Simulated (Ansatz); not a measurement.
## Formation energy of HgTe (zincblende structure)

Method: PBE with spin–orbit coupling; two-component spinors; PAW, 420 eV, Γ-centred 10×10×10 mesh, 0.05 eV Gaussian smearing; code Ansatz; PAW files: Ansatz's generated set soft_2.

The start was a prototype's sites filled with these elements; the Crystallography Open Database holds the compound in this structure.

The structure is cubic, space group F-43m (No. 216). Conventional cell: a = 6.629 Å, b = 6.629 Å, c = 6.629 Å, α = 90.00°, β = 90.00°, γ = 90.00°. Hg (site symmetry -43m) has 4 Te at 2.87 Å as nearest neighbours. Around Te (site symmetry -43m) lie 4 Hg at 2.87 Å. (Shells end 15 % past the nearest neighbour.)

The elements were computed in their standard states with the same datasets, cutoff and functional. Total energies depend on the potentials used, so only differences within one code and one set of settings carry meaning.

Energy of the relaxed cell (2 atoms, smearing extrapolated to zero): -20837.123 eV. Elements, in eV/atom: Hg -13854.044, Te -6982.686.

What is the formation energy?

[-20837.123 − (1 × -13854.044 + 1 × -6982.686)] / 2 = -0.20 eV/atom, or -19 kJ per mole of atoms.

The value is for 0 K, without zero-point energy. A negative value shows stability against the elements alone, not against other compounds or structures.

At this volume the filled and empty bands only touch, so this is a zero-gap semimetal rather than a metal, and a semilocal functional can cause such a touching. The relaxed cell is 9 % larger in volume than the cell of this structure in the Crystallography Open Database (33.49 Å³/atom, 1987).
